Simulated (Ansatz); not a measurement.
# Te interstitial in Te2Mo

Computed with Ansatz 0.2.0, DFT PBE, scalar-relativistic, plane waves, PAW. Settings: 420 eV cutoff, 2×2×2 k-mesh, Gaussian smearing of 0.01 eV, collinear spin in charge -1 alone.

Host crystal, relaxed:

```
Te Mo
1.0
     3.55666    0.00000    0.00000
    -1.77833    3.08016    0.00000
     0.00000    0.00000   15.33161
Te Mo
4 2
Direct
  0.33333 0.66667 0.63207
  0.66667 0.33333 0.13207
  0.66667 0.33333 0.36793
  0.33333 0.66667 0.86793
  0.33333 0.66667 0.25000
  0.66667 0.33333 0.75000
```

Supercell of 24 atoms, rows in host cell vectors: -2 -2 0; 2 0 0; 0 0 1. Atoms relax at the host's cell from a start displaced at random by 0.06 Å near the defect, so other minima may exist. The cell is small, so energies carry finite-size errors of tenths of an eV. The host's Kohn–Sham gap is 0.97 eV.

Spin-orbit coupling is left out, which matters for the bands and energies of heavy elements.

Defect: Te interstitial at (0.000, 0.000, 0.000) of the host cell, charge -2.

Q: Give the relaxed supercell.

A:
```
CELL_PARAMETERS angstrom
-3.55666 -6.16032 0.00000
7.11333 0.00000 0.00000
0.00000 0.00000 15.33161
ATOMIC_POSITIONS crystal
Te 0.16606 0.83614 0.60240
Te 0.16606 0.32943 0.60240
Te 0.67276 0.83614 0.60240
Te 0.66830 0.33391 0.60509
Te 0.34184 0.17051 0.16062
Te 0.33496 0.66706 0.15917
Te 0.83150 0.17051 0.16062
Te 0.83150 0.66017 0.16062
Te 0.33048 0.16483 0.39593
Te 0.33495 0.66707 0.39325
Te 0.83719 0.16484 0.39594
Te 0.83719 0.67154 0.39594
Te 0.17175 0.83046 0.83771
Te 0.17174 0.34080 0.83772
Te 0.66140 0.83046 0.83771
Te 0.66830 0.33392 0.83916
Mo 0.16678 0.83523 0.27687
Mo 0.16678 0.33072 0.27687
Mo 0.67130 0.83525 0.27687
Mo 0.66828 0.33374 0.28453
Mo 0.33196 0.16574 0.72146
Mo 0.33497 0.66723 0.71380
Mo 0.83646 0.16574 0.72146
Mo 0.83647 0.67026 0.72146
Te 0.00150 0.00038 0.99916
```
Around the defect: 6 Te at 3.24 Å. The run ended with a moment of 0.00 μB (no spin polarisation).